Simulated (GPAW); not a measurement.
Input of a GPAW 26.7.0 run:

Contents of run.py:

```python
from ase.calculators.mixing import SumCalculator
from ase.filters import FrechetCellFilter
from ase.io import read, write
from ase.optimize import BFGS
from ase.units import GPa
from dftd4.ase import DFTD4
from gpaw import GPAW, PW

atoms = read('SiC.cif')

calc = GPAW(mode=PW(800),
            xc='RPBE',
            kpts={'size': (7, 7, 4), 'gamma': True},
            occupations={'name': 'fermi-dirac', 'width': 0.05},
            nbands=18,
            convergence={'density': 1e-05, 'energy': 1e-05},
            maxiter=150,
            txt='gpaw.txt')
atoms.calc = SumCalculator([calc, DFTD4(method='rpbe')])
opt = BFGS(FrechetCellFilter(atoms, scalar_pressure=2 * GPa), trajectory='relax.traj', logfile='-')
done = opt.run(fmax=0.05, steps=60)
calc.write('gs.gpw')
write('result.traj', atoms)
print('Converged:', done)
print('Cell:', atoms.cell.cellpar().round(4))
print('Volume:', round(atoms.get_volume(), 4))
print(atoms.get_scaled_positions().round(5))
```

Contents of SiC.cif:

```cif
data_SiC
_cell_length_a 3.07600000
_cell_length_b 3.07600000
_cell_length_c 5.04800000
_cell_angle_alpha 90.00000000
_cell_angle_beta 90.00000000
_cell_angle_gamma 120.00000000
_space_group_name_H-M_alt 'P6_3mc'
_space_group_name_Hall 'P 6c -2c'
_space_group_IT_number 186
loop_
_space_group_symop_operation_xyz
'x,y,z'
'x-y,x,z+1/2'
'-y,x-y,z'
'-x,-y,z+1/2'
'-x+y,-x,z'
'y,-x+y,z+1/2'
'y,x,z+1/2'
'x,x-y,z'
'x-y,-y,z+1/2'
'-y,-x,z'
'-x,-x+y,z+1/2'
'-x+y,y,z'
loop_
_atom_site_label
_atom_site_type_symbol
_atom_site_symmetry_multiplicity
_atom_site_Wyckoff_symbol
_atom_site_fract_x
_atom_site_fract_y
_atom_site_fract_z
_atom_site_occupancy
Si1 Si 2 b 0.6666666667 0.3333333333 0.5000000000 1
C1 C 2 b 0.6666666667 0.3333333333 0.8850000000 1
```

Potentials or basis: the program's PAW data sets (release 1.2.1) made for this functional, pw.

Launch:

```bash
$ OMP_NUM_THREADS=1 python run.py
```

Problem. What does it give for the dispersion energy per atom?

Solution. -0.725 eV.

Problem. What does it give for the relaxed cell?

Solution. a = 3.058 Å, b = 3.058 Å, c = 5.018 Å, α = 90.00°, β = 90.00°, γ = 120.00°.

Problem. Estimate the space group after relaxing (to 0.05 Å).

Solution. P6_3mc (No. 186).

The path:
```
step  energy change (eV)  largest force (eV/Å)  pressure (GPa)  volume (Å³)
   1              0.0000                0.7538           -1.64        41.36
   2             -0.0270                0.4235           -1.33        41.26
   3             -0.0377                0.1057           -0.22        41.03
   4             -0.0383                0.0378            0.05        40.98
   5             -0.0373                0.0388            1.22        40.77
   6             -0.0360                0.0254            1.89        40.65
```

Caveat: later steps reuse the first step's grids.
